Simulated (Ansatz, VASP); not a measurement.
One calculation of GaN, two programs

```xyz
2
Lattice="0.0000 2.1551 2.1551 2.1551 0.0000 2.1551 2.1551 2.1551 0.0000" Properties=species:S:1:pos:R:3 pbc="T T T"
Ga    0.0000    0.0000    0.0000
N     2.1551    2.1551    2.1551
```

Alike in both runs: task single point; functional PBE; k mesh 8 × 8 × 8; no spin polarisation.

```csv
,VASP,Ansatz
version,VASP 6.6.1,Ansatz 0.2.0
potentials or method,"VASP PAW PBE potentials, release 64 (Ga_d, N)","plane waves, PAW"
plane-wave cutoff (eV),520,420
occupations,"gaussian, width 0.01 eV",fixed
valence electrons in the cell,18,18
```

```tsv
	VASP	Ansatz	Ansatz less VASP
gap on the k mesh at the Fermi level (eV)	0.25	0.25	+0.008
pressure (GPa)	-5.1	-5.8	-0.69
```
